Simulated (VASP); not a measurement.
A run of VASP 6.6.1 is set up as follows.

File INCAR:

```
PREC = Accurate
ENCUT = 520
EDIFF = 1E-6
ISMEAR = -1
SIGMA = 0.02
LREAL = Auto
LASPH = True
NELM = 100
ALGO = Fast
ISIF = 2
LWAVE = False
LCHARG = False
GGA = PE
IVDW = 12
NBANDS = 101
```

The input KPOINTS:

```
Automatic mesh
0
Gamma
  1 1 1
```

File POSCAR:

```
CO2
1.0
    8.7065880000      0.0000000000      0.0000000000
    0.0000000000      8.7065880000      0.0000000000
    0.0000000000      0.0000000000      8.7065880000
C O
10 20
Direct
    0.9557015906      0.2255303685      0.1027268087
    0.1771646941      0.5287030924      0.5065474558
    0.6323257745      0.0934694509      0.8737636374
    0.8428330363      0.0638252321      0.4781092203
    0.2477089762      0.8919223007      0.2493743818
    0.4116882526      0.7147001788      0.8744527707
    0.7414844943      0.5829264001      0.3214232717
    0.2587580807      0.3896245004      0.0393839699
    0.8948281462      0.7992338675     -0.0544185621
    0.2354883451      0.1050124343      0.6677242566
    0.9001344729      0.2797192195      0.2132982519
    1.0006101127      0.1760505953     -0.0142306033
    0.1721799630      0.6137651167      0.6133975789
    0.1780605675      0.4377489781      0.4091040026
    0.6417439300      0.0840398099      1.0077311571
    0.6216556934      0.1011532876      0.7408413032
    0.7853822875     -0.0323433244      0.4050496015
    0.8970563440      0.1576737064      0.5597830057
    0.1796455741      1.0048712538      0.2271153752
    0.3188849639      0.7766417798      0.2722421229
    0.4727454658      0.6069771534      0.8221016086
    0.3527673527      0.8281430108      0.9200619117
    0.8197815264      0.5590134735      0.4284686493
    0.6604998422      0.6138455156      0.2232791996
    0.1702848464      0.4843114203      0.0067420211
    0.3576716849      0.3043212795      0.0728413932
    0.9646028961      0.7928938408      0.0611031554
    0.8256965875      0.7902521631     -0.1705490141
    0.2293780296      0.2260701896      0.7305387598
    0.2504884807     -0.0118645789      0.6035889145
```

Potentials or basis: VASP PAW PBE potentials, release 64 (C, O).

The run is started by

```bash
$ cat potpaw_PBE.64/C/POTCAR potpaw_PBE.64/O/POTCAR > POTCAR
$ mpirun -np 1 vasp_gam > vasp.out
```

**Question.** Predict the largest force.

**Answer.** 4.062 eV/Å.

**Question.** Estimate the pressure.

**Answer.** 0.5 GPa.

Stress tensor (GPa, compression positive):
```
 0.45 -0.15  0.69
-0.15 -0.10 -0.21
 0.69 -0.21  1.03
```

Caveat: the standard files for N, O and F lose accuracy on very short bonds.
